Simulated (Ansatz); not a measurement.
**BeTe under changes of volume**

One of the cells (21.254 Å³/atom); the others are scaled copies at fixed shape and fractional positions:

```
Te Be
1.0
     0.00000    2.77000    2.77000
     2.77000    0.00000    2.77000
     2.77000    2.77000    0.00000
Te Be
1 1
Direct
  0.75000 0.75000 0.75000
  0.00000 0.00000 0.00000
```

| Property | Result |
| --- | --- |
| Program | Ansatz 0.2.0 |
| Functional | LDA |
| Potentials or basis | Ansatz PAW |
| Cutoff | 420 eV (not typed: the program's choice for these potentials) |
| k mesh | 8 × 8 × 8 |
| Occupations | fermi-dirac, width 0.05 eV |
| Spin | no spin polarisation |

```tsv
volume (Å³/atom)	energy over the lowest point (meV/atom)	pressure (GPa)	gap on the mesh (eV)
19.979	21.46	5.1	1.61
20.404	10.18	3.4	1.67
20.829	?	?	?
21.254	0.00	0.5	1.77
21.679	0.33	-0.7	1.82
22.104	3.84	-1.9	1.86
22.529	10.20	-2.9	1.91
```

What does the run at 20.829 Å³/atom give?

Energy over the lowest point 3.16 meV/atom; pressure 1.9 GPa; gap on the mesh 1.72 eV.

Worked out: A Birch-Murnaghan fit of order 3 (a polynomial in V^(-2/3)) to the other rows has its minimum at 21.42 Å³/atom with B0 = V·E''(V) = 64 GPa and B' = 4.0. It gives 3.16 meV/atom at 20.829 Å³/atom, against the run's 3.16, and -dE/dV = 1.9 GPa, against 1.9. A straight line through the other rows of the gap, of slope 2.47 eV per unit of ln V, gives 1.72 eV, against the run's 1.72.

Energies are extrapolated to zero smearing.

Caveats: spin-orbit coupling is left out, which moves the levels of the heavy elements; the PAW data sets come from PBE, with cores solved anew for the run's functional, which leaves a small shift of forces and pressure.

A mesh can miss the band edges.
